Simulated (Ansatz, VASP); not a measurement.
**Two plane-wave programs on B2P3**

```
CELL_PARAMETERS angstrom
3.27204 0.00000 0.00000
-1.63602 2.83367 0.00000
0.00000 0.00000 13.57097
ATOMIC_POSITIONS crystal
B 0.33333 0.66667 0.18468
B 0.33333 0.66667 0.76160
B 0.66667 0.33333 0.37672
B 0.00000 0.00000 0.56936
P 0.33333 0.66667 0.04041
P 0.33333 0.66667 0.61708
P 0.66667 0.33333 0.23182
P 0.00000 0.00000 0.42446
P 0.66667 0.33333 0.81067
P 0.00000 0.00000 0.95520
```

Alike in both runs: functional PBE; k mesh 6 × 6 × 1; occupations gaussian, width 0.2 eV; no spin polarisation.

Ansatz relaxed the structure, and its values are those at the end. VASP's run is a single point on that final structure, the one shown.

|  | VASP | Ansatz |
| --- | --- | --- |
| version | VASP 6.6.1 | Ansatz 0.2.0 |
| potentials or method | VASP PAW PBE potentials, release 64 (B, P) | scalar-relativistic, plane waves, PAW |
| plane-wave cutoff (eV) | 520 | 420 |
| valence electrons in the cell | 42 | 42 |

|  | VASP | Ansatz | Ansatz less VASP |
| --- | --- | --- | --- |
| gap on the k mesh at the Fermi level (eV) | none | none | - |
| pressure (GPa) | -0.3 | 0.0 | +0.25 |
| rms of the force components (eV/Å) | 0.013 | 0.003 | -0.0102 |

A gap of «none» marks a metal or a gap that the smearing closes.

Caveats: the k mesh is coarse (spacing up to 0.46 Å⁻¹), so the values aren't converged.
